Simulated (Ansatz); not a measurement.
**Polymorphs of Na2Cl3**

Theory: Ansatz, DFT PBE, scalar-relativistic, plane waves, PAW. All cells share a 420 eV cutoff and Γ-centred k meshes spaced at most 0.3 Å⁻¹ (0.19 for metals, 2π included).

These are static lattice energies at zero pressure. Only the structures computed here compete, so a lower one can exist. The k mesh leaves about 4 meV/atom of noise in metals. No run is spin-polarised.

```tsv
#	started from	space group	atoms	V (Å³/atom)	ΔE (meV/atom)	gap on mesh (eV)
1	A-type sesquioxide type	P-3m1 (No. 164)	5	24.7	0	0.00
2	corundum type, changed	R-3c (No. 167)	10	26.2	7	0.00
```

The lowest structure: Space group P-3m1 (No. 164), trigonal, a = 4.870 Å, c = 6.012 Å. Na is coordinated by 4 Cl at 2.84–2.86 Å and 4 Cl at 3.11–3.17 Å; Cl on Wyckoff site a (1 atom of the primitive cell) has 6 Na at 3.11 Å and 6 Cl at 3.36 Å; Cl on Wyckoff site d (2 atoms of the primitive cell) has 4 Na at 2.84–2.86 Å, 1 Na at 3.17 Å, 3 Cl at 3.36 Å and 3 Cl at 3.64 Å. Its energy against the elements is -1.25 eV/atom. The zero of energy is the lowest elemental structures computed at the same level (Cl₂ as a molecule); no fitted shifts are applied.

```xyz
5
Lattice="4.8696 0.0000 0.0000 -2.4348 4.2172 0.0000 0.0000 0.0000 6.0116" Properties=species:S:1:pos:R:3 pbc="T T T"
Na    0.0000    2.8115    1.3215
Na    2.4348    1.4057    4.6901
Cl    0.0000    0.0000    0.0000
Cl    0.0000    2.8115    4.1632
Cl    2.4348    1.4057    1.8484
```

The second: Space group R-3c (No. 167), trigonal, a = 7.472 Å, c = 16.244 Å. Around Na lie 6 Cl at 2.78–2.87 Å; Cl is coordinated by 4 Na at 2.78–2.87 Å.